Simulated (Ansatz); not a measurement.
# Property card for HfC

Theory: Ansatz, DFT PBEsol, scalar-relativistic, plane waves, PAW.

Plane waves to 420 eV, a k mesh through Γ of 16×16×16 on the computed 2-atom cell and Gaussian smearing (0.10 eV); no spin polarisation.

The structure is relaxed at this level of theory with its symmetry kept.

```cif
data_structure
_symmetry_space_group_name_H-M 'Fm-3m'
_symmetry_Int_Tables_number 225
_cell_length_a 4.6073
_cell_length_b 4.6073
_cell_length_c 4.6073
_cell_angle_alpha 90.000
_cell_angle_beta 90.000
_cell_angle_gamma 90.000
_cell_volume 97.80
loop_
_atom_site_label
_atom_site_type_symbol
_atom_site_symmetry_multiplicity
_atom_site_Wyckoff_symbol
_atom_site_fract_x
_atom_site_fract_y
_atom_site_fract_z
_atom_site_occupancy
Hf1 Hf 4 b 0.50000 0.00000 0.00000 1
C1 C 4 a 0.00000 0.00000 0.00000 1
```

| Property | Result |
| --- | --- |
| Space group | Fm-3m (No. 225) |
| Volume per atom | 12.23 Å³ |
| Formation energy from the elements' standard states (uncorrected) | -0.994 eV/atom |
| Kohn–Sham band gap | none (metal) |
| Density of states at the Fermi level | 0.27 states/eV per cell |
| Löwdin character within 0.5 eV of the Fermi level | C 2p 62 %, Hf 5d 34 % |
| Bulk modulus | 247 GPa |
| Its pressure derivative | 3.9 |
| Bader charges (e) | Hf (1 in the cell) 1.90, C (1 in the cell) -1.90 |

Spin-orbit coupling is left out, which matters for the bands of heavy elements.